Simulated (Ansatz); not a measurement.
# Te2Mo: band structure with revPBE

**The experiment to reproduce.**

“Broadband infrared study of pressure-tunable Fano resonance and metallization transition in 2H-MoTe2”, 2022, pmc:9569381 quotes, for a bulk crystal of Te2Mo at 300 K: band gap 0.88 ± 0.05 eV (indirect).

Crystal: Te2Mo.

```
Te Mo
1.0
     3.51820    0.00000    0.00000
    -1.75910    3.04685    0.00000
     0.00000    0.00000   13.97360
Te Mo
4 2
Direct
  0.66667 0.33333 0.37900
  0.33333 0.66667 0.87900
  0.66667 0.33333 0.12100
  0.33333 0.66667 0.62100
  0.66667 0.33333 0.75000
  0.33333 0.66667 0.25000
```

| Item | Value |
| --- | --- |
| Program | Ansatz 0.2.0 |
| Task | band structure |
| Functional | revPBE |
| Potentials or basis | Ansatz PAW |
| Cutoff | 420 eV (not typed: the program's choice for these potentials) |
| k mesh | 9 × 9 × 2 |
| Occupations | fermi-dirac, width 0.05 eV |
| Spin | no spin polarisation |
| Path | [["G", "M", "K", "G", "A", "L", "H", "A"], ["L", "M"], ["K", "H"]] |
| Points for each segment of the path | 14 |

```yaml
Pressure: 4.3 GPa
Largest_force: 0.234 eV/Å
Band_gap_on_the_k_mesh: 0.80 eV, indirect (least direct gap 1.04 eV)
Band_gap_along_the_path: 0.73 eV, indirect (least direct gap 1.04 eV)
```

Forces on the atoms (eV/Å):
```
Te   0.000  0.000  0.234
Te   0.000  0.000  0.234
Te   0.000  0.000 -0.234
Te   0.000  0.000 -0.234
Mo   0.000  0.000  0.000
Mo   0.000  0.000  0.000
```

Stress tensor (GPa, compression positive):
```
4.06 0.00 0.00
0.00 4.06 0.00
0.00 0.00 4.88
```

Levels at the corners of the path, in eV from the valence-band top:
```
point  band 43  band 44  band 45  band 46  band 47  band 48  band 49  band 50
    Γ    -1.01    -1.01    -0.33     0.00     2.91     2.91     3.04     3.04
    M    -1.01    -0.95    -0.60    -0.31     1.27     1.33     1.47     1.80
    K    -1.84    -1.84    -0.30    -0.06     0.98     0.98     1.18     2.18
    Γ    -1.01    -1.01    -0.33     0.00     2.91     2.91     3.04     3.04
    A    -1.03    -1.03    -0.08    -0.08     2.94     2.94     2.94     2.94
    L    -0.96    -0.96    -0.46    -0.46     1.30     1.30     1.65     1.65
    H    -2.00    -2.00    -0.20    -0.20     0.99     0.99     1.64     1.64
    A    -1.03    -1.03    -0.08    -0.08     2.94     2.94     2.94     2.94
    L    -0.96    -0.96    -0.46    -0.46     1.30     1.30     1.65     1.65
    M    -1.01    -0.95    -0.60    -0.31     1.27     1.33     1.47     1.80
    K    -1.84    -1.84    -0.30    -0.06     0.98     0.98     1.18     2.18
    H    -2.00    -2.00    -0.20    -0.20     0.99     0.99     1.64     1.64
```

It took 55 s on 2 threads of Intel(R) Xeon(R) Processor @ 2.50GHz (Skylake/Cascade Lake), with other jobs on the host, peak memory 0.8 GiB.

A measured gap of Te2Mo is 0.88 eV (indirect; 300 K; quoted in “Broadband infrared study of pressure-tunable Fano resonance and metallization transition in 2H-MoTe2”, 2022, pmc:9569381); the calculated 0.73 eV misses it by -0.15 eV. Spin-orbit coupling on Mo, Te is left out. The value is that of revPBE, without temperature or zero-point motion. Semilocal functionals fall short of measured gaps as a rule.

Caveat: the k mesh misses the band edges, so the gap on the mesh is wider than the one along the path; spin-orbit coupling is left out, which moves the levels of the heavy elements; this functional lacks dispersion, which binds the layers, so the pressure and a relaxed spacing across them are unreliable; the PAW data sets come from PBE, with cores solved anew for the run's functional, which leaves a small shift of forces and pressure.
